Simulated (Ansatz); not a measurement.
Write the native input for Ansatz 0.2.0 that does the following.

| Item | Value |
| --- | --- |
| Task | single point |
| Functional | PBE |
| Potentials or basis | Ansatz PAW |
| Cutoff | 420 eV (not typed: the program's choice for these potentials) |
| k mesh | 8 × 8 × 5 |
| Occupations | gaussian, width 0.014 eV |
| Spin | no spin polarisation |

Crystal: Te2Pt (Moncheite).

```
CELL_PARAMETERS angstrom
4.01000 0.00000 0.00000
-2.00500 3.47276 0.00000
0.00000 0.00000 5.20100
ATOMIC_POSITIONS crystal
Pt 0.00000 0.00000 0.00000
Te 0.66667 0.33333 0.75000
Te 0.33333 0.66667 0.25000
```

These files were run (other wordings do the same):

input.yaml

```yaml
crystal:
  lattice:
    - [4.01, 0.0, 0.0]
    - [-2.005, 3.4727618692, 0.0]
    - [0.0, 0.0, 5.201]
  atoms:
    - { symbol: Pt, position: [0.0, 0.0, 0.0] }
    - { symbol: Te, position: [0.6666666667, 0.3333333333, 0.75] }
    - { symbol: Te, position: [0.3333333333, 0.6666666667, 0.25] }
hamiltonian:
  xc: pbe
  pseudopotentials: { kind: paw }
kpoints:
  mp_grid: { grid: [8, 8, 5] }
scf:
  occupations: { method: gaussian, width: 0.014 }
output:
  forces: true
  stress: true
  eigenvalues: true
```

Potentials or basis: Ansatz PAW.

Launch:

```sh
$ ansatz run input.yaml --threads 2 --pin off --max-ram 5632MiB --backend cpu --events-out ev --progress --plain --runs-dir out
```

Results of the run:

- Pressure: 8.7 GPa
- Largest force: 0.974 eV/Å
- Band gap on the k mesh: none (metal or under the smearing width)

Wall time 1.1 s on 2 threads of Intel(R) Xeon(R) 6975P-C (Granite Rapids), with other jobs on the host, peak memory 0.45 GiB.
